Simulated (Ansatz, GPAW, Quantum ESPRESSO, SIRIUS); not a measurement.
MnS: programs and potentials compared

```xyz
2
Lattice="0.0000 2.6045 2.6045 2.6045 0.0000 2.6045 2.6045 2.6045 0.0000" Properties=species:S:1:pos:R:3 pbc="T T T"
Mn    0.0000    0.0000    0.0000
S     2.6045    2.6045    2.6045
```

Alike in all runs: task band structure; functional PBE; k mesh 9 × 9 × 9; occupations fermi-dirac, width 0.05 eV; collinear spin, ferromagnetic start; no spin-orbit coupling. The measured crystal is an antiferromagnetic insulator; the state found here is the runs' own. Pressure is positive in compression and, in plane waves, holds the error of the finite cutoff, which Ansatz's Pulay term estimates and takes out.

```csv
program and potentials,plane-wave cutoff (eV),notes,pressure (GPa),net moment per atom (μB)
"Ansatz, Ansatz PAW",420,Pulay term of +0.04 GPa included,-2.90,2.36
"Ansatz, all-electron LAPW, scalar-relativistic",-,-,-2.87,2.36
"Ansatz, PseudoDojo standard (PBE files)",1306,-,-2.02,2.38
"SIRIUS, all-electron FP-LAPW (Koelling-Harmon valence), apw+lo standard",-,-,-,2.35
"GPAW, GPAW PAW data sets (gpaw-data 1.2.1)",600,-,-2.99,2.35
"Quantum ESPRESSO, PseudoDojo 0.4.1 SR PBE standard",1306,-,?,?
"SIRIUS, all-electron FP-LAPW (ZORA valence), apw+lo standard",-,-,-,2.35
```

Estimate from the other rows what the run with Quantum ESPRESSO, PseudoDojo 0.4.1 SR PBE standard gave.

Pressure -2.04 GPa; net moment per atom 2.38 μB. The other rows, which needn't bracket it: pressure -2.99 to -2.02; net moment per atom 2.35 to 2.38.
